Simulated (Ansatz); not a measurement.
**Mg in Ansatz: the effect of functional**

The system is Mg.

```
Mg
1.0
    -1.83599    1.83599    1.67940
     1.83599   -1.83599    1.67940
     1.83599    1.83599   -1.67940
Mg
1
Direct
  0.00000 0.00000 0.00000
```

This isn't the form of Mg at room conditions, which is hcp.

Alike in all runs:

| Property | Result |
| --- | --- |
| Program | Ansatz 0.2.0 |
| Task | band structure |
| Potentials or basis | Ansatz PAW |
| k mesh | 6 × 6 × 6 |
| Occupations | fermi-dirac, width 0.05 eV |
| Spin | no spin polarisation |

```tsv
functional	cutoff	pressure (GPa)
LDA	420 eV (not typed: the program's choice for these potentials)	?
PBEsol	420 eV (not typed: the program's choice for these potentials)	-0.1
r2SCAN	500 eV (not typed: the program's choice for these potentials)	-0.2
```

Question: What does the run with functional LDA give?

Answer: Pressure -1.5 GPa.

Caveats: all runs use coarse meshes; the PAW data sets come from PBE, with cores solved anew for the run's functional, which leaves a small shift of forces and pressure.
